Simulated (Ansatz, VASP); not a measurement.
One calculation of Si, two programs

```
Si
1.0
    -3.29100    3.29100    3.29100
     3.29100   -3.29100    3.29100
     3.29100    3.29100   -3.29100
Si
6
Direct
  0.75000 0.25000 0.50000
  0.75000 0.50000 0.25000
  0.50000 0.25000 0.75000
  0.25000 0.50000 0.75000
  0.25000 0.75000 0.50000
  0.50000 0.75000 0.25000
```

This isn't the form of Si at room conditions, which is diamond.

Alike in both runs: task single point; functional PBE; k mesh 5 × 5 × 5; occupations fermi-dirac, width 0.1 eV; no spin polarisation.

```csv
,VASP,Ansatz
version,VASP 6.6.1,Ansatz 0.2.0
potentials or method,"VASP PAW PBE potentials, release 64 (Si)","plane waves, PAW"
plane-wave cutoff (eV),520,500
valence electrons in the cell,24,24
```

|  | VASP | Ansatz | Ansatz less VASP |
| --- | --- | --- | --- |
| pressure (GPa) | 5.2 | 5.3 | +0.07 |

The functional is the same, so the differences come from potentials, cutoffs and numerics.
